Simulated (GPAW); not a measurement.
A run of GPAW 26.7.0:

The input run.py:

```python
import numpy as np
from ase.dft.bandgap import bandgap
from ase.io import read, write
from gpaw import GPAW, PW
from gpaw.spinorbit import soc_eigenstates

atoms = read('Nd.cif')
atoms.set_initial_magnetic_moments([3.0, 3.0])

calc = GPAW(mode=PW(800),
            xc={'name': 'optPBE-vdW', 'backend': 'libvdwxc'},
            kpts={'size': (5, 5, 3), 'gamma': True},
            occupations={'name': 'fermi-dirac', 'width': 0.05},
            nbands=32,
            convergence={'density': 1e-05, 'energy': 1e-05},
            maxiter=150,
            txt='gpaw.txt')
atoms.calc = calc
energy = atoms.get_potential_energy()
forces = atoms.get_forces()
calc.write('gs.gpw')
write('result.traj', atoms)
print(f'Energy: {energy:.6f} eV')
print('Forces (eV/A):')
print(forces.round(4))
print('Moments:', calc.get_magnetic_moments().round(3))
print('Fermi level:', round(calc.get_fermi_level(), 4), 'eV')
print(f'Gap: {bandgap(calc)[0]:.4f} eV, direct: {bandgap(calc, direct=True)[0]:.4f} eV')

path = atoms.cell.bandpath('GMKGALHA,LM,KH', npoints=80, eps=1e-4)
bs_calc = calc.fixed_density(kpts=path, symmetry='off', nbands=48,
                             convergence={'bands': 'CBM+6.0', 'eigenstates': 1e-6}, txt='bands.txt')
bs = bs_calc.band_structure()
bs.write('bs.json')
print(f'Gap on the path: {bandgap(bs_calc)[0]:.4f} eV')

soc = soc_eigenstates(bs_calc, theta=54.7, phi=45)
np.savetxt('soc_bands.dat', soc.eigenvalues(), fmt='%.4f')
mesh = soc_eigenstates('gs.gpw', theta=54.7, phi=45)
np.savetxt('soc_mesh.dat', mesh.eigenvalues(), fmt='%.4f')
print('Fermi level with spin-orbit coupling:', round(mesh.fermi_level, 4), 'eV')
```

The input Nd.cif:

```cif
data_Nd
_cell_length_a 3.65700000
_cell_length_b 3.65700000
_cell_length_c 5.90200000
_cell_angle_alpha 90.00000000
_cell_angle_beta 90.00000000
_cell_angle_gamma 120.00000000
_space_group_name_H-M_alt 'P6_3/mmc'
_space_group_name_Hall '-P 6c 2c'
_space_group_IT_number 194
loop_
_space_group_symop_operation_xyz
'x,y,z'
'-x,-y,-z'
'x-y,x,z+1/2'
'-x+y,-x,-z+1/2'
'-y,x-y,z'
'y,-x+y,-z'
'-x,-y,z+1/2'
'x,y,-z+1/2'
'-x+y,-x,z'
'x-y,x,-z'
'y,-x+y,z+1/2'
'-y,x-y,-z+1/2'
'-y,-x,-z+1/2'
'y,x,z+1/2'
'-x,-x+y,-z'
'x,x-y,z'
'-x+y,y,-z+1/2'
'x-y,-y,z+1/2'
'y,x,-z'
'-y,-x,z'
'x,x-y,-z+1/2'
'-x,-x+y,z+1/2'
'x-y,-y,-z'
'-x+y,y,z'
loop_
_atom_site_label
_atom_site_type_symbol
_atom_site_symmetry_multiplicity
_atom_site_Wyckoff_symbol
_atom_site_fract_x
_atom_site_fract_y
_atom_site_fract_z
_atom_site_occupancy
Nd1 Nd 2 c 0.6666666667 0.3333333333 0.7500000000 1
```

Potentials or basis: GPAW PAW data sets (gpaw-data 1.2.1), pw.

The run is started by

```sh
$ OMP_NUM_THREADS=1 python run.py
```

Hardware: 1 thread of Arm Neoverse V1 (shared host).

**Question.** Estimate the wall time of this run.

**Answer.** Run time: 5.8 min on 1 thread of Arm Neoverse V1 (shared host), peak memory 0.9 GiB. Counts: scf iterations 24, plane waves 3555, bands 32, k points 12.
